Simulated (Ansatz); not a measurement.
A computed series for KCl: response to strain

Take KCl in the rock salt structure (space group Fm-3m, No. 225; a = 6.243 Å) as the base. Axes: x, y, z lie along the cube axes.

Strains are applied to the cell and any free atomic positions relax; under biaxial strain the out-of-plane vector relaxes too.

Method: PBEsol/PAW in Ansatz (a first-principles code), no spin-orbit coupling.

| biaxial strain, plane normal [001], relaxed out of plane (%) | band gap (eV) |
|---|---|
| -3 | 5.26 |
| -2.5 | 5.23 |
| -2 | 5.21 |
| -1.5 | ? |
| -1 | 5.16 |
| -0.5 | 5.13 |
| 0 | 5.10 |

Fit E_g = E₀ + Dε (ε in %) to the rows shown and predict the withheld row.

Least squares on the printed values gives E₀ = 5.10 eV, D = -52.1 meV per % of strain (largest residual 0.00 eV); this predicts 5.18 eV, and the run gives 5.18 eV, in agreement.

Stability against distortions was not tested.
